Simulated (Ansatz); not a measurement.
CuCl

Computed with Ansatz (plane waves, PAW, 500 eV cutoff): r²SCAN, scalar-relativistic, no spin polarisation, 12×12×12 k-mesh; PAW files: Ansatz's generated set soft_2.

```
Cu Cl
1.0
     0.00000    2.67831    2.67831
     2.67831    0.00000    2.67831
     2.67831    2.67831    0.00000
Cu Cl
1 1
Cartesian
  0.0000 0.0000 0.0000
  4.0175 4.0175 4.0175
```

The chain of runs began from a cell as deposited in COD, expanded in volume.

Task: Give the Born effective charges (a third of the trace, site by site).

Result: Cu 1.03; Cl -1.03 e.

Task: Where do the optical modes lie for q → 0 along (0.00, 0.00, 1.00), with the long-range field?

Result: 156 (×2), 194 cm⁻¹.

Task: Where do the optical modes lie for q → 0 along (0.00, 1.00, 0.00), with the long-range field?

Result: 156 (×2), 194 cm⁻¹.

Task: Sketch the imaginary part of the dielectric function for independent particles (no excitons, no local fields), averaged over directions.

Result: On a grid of 0.25 eV up to 12 eV it peaks at 9.25 eV with ε2 = 5.7; the gap on the mesh is 0.97 eV, and the smallest direct one, where absorption can begin, 0.97 eV.
ħω (eV), ε2 and a bar:
```
     0.00       0.00 
     0.50       0.00 
     1.00       0.27 ##
     1.50       0.65 ####
     2.00       0.60 ###
     2.50       0.60 ###
     3.00       0.66 ####
     3.50       0.81 ####
     4.00       1.36 ########
     4.50       1.29 #######
     5.00       2.83 ################
     5.50       2.81 ################
     6.00       3.14 #################
     6.50       5.43 ##############################
     7.00       3.66 ####################
     7.50       3.56 ####################
     8.00       5.07 ############################
     8.50       4.28 ########################
     9.00       5.25 #############################
     9.50       4.97 ###########################
    10.00       4.25 #######################
    10.50       4.09 #######################
    11.00       3.97 ######################
    11.50       3.22 ##################
    12.00       2.19 ############
```

An ε∞ of 4.50 means a refractive index of √ε∞ = 2.12 below the gap, far above the lattice modes.

With one infrared-active mode the Lyddane–Sachs–Teller relation ties the modes to the static constant, ε0 = 6.94, which is built from the same mode and Born charges: ω_LO = ω_TO √(ε0/ε∞) = 156.1 × √(6.94/4.50) = 194 cm⁻¹, and the run has a mode at 194 cm⁻¹.

The mean Born charge of Cu is 1.03 against a formal +1. The two nearly agree, as for rigid ions.

Semilocal functionals make the gap too small and so ε∞ somewhat too large.
